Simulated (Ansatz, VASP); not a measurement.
**One calculation of Zn2Si2N, two programs**

```
Zn Si N
1.0
     3.53166    0.00000    0.00000
     0.00000    3.53166    0.00000
     0.00000    0.00000    7.43940
Zn Si N
2 2 1
Direct
  0.00000 0.00000 0.23937
  0.00000 0.00000 0.76063
  0.00000 0.50000 0.50000
  0.50000 0.00000 0.50000
  0.00000 0.00000 0.00000
```

Alike in both runs: functional PBE; k mesh 6 × 6 × 4; occupations gaussian, width 0.1 eV; no spin polarisation.

Ansatz relaxed the structure, and its values are those at the end. VASP's run is a single point on that final structure, the one shown.

```csv
,VASP,Ansatz
version,VASP 6.6.1,Ansatz 0.2.0
potentials or method,"VASP PAW PBE potentials, release 64 (Zn, Si, N)","scalar-relativistic, plane waves, PAW"
plane-wave cutoff (eV),520,420
valence electrons in the cell,37,37
```

Ansatz gave:

```
gap on the k mesh at the Fermi level (eV) : none
pressure (GPa)                            : 0.0
rms of the force components (eV/Å)        : 0.002
```

Task: Which values does VASP return?

Result: gap on the k mesh at the Fermi level (eV): none; pressure (GPa): 0.3; rms of the force components (eV/Å): 0.043.

A gap of «none» marks a metal or a gap that the smearing closes. With one functional, cell and mesh, what is left measures potentials, basis and numerics.
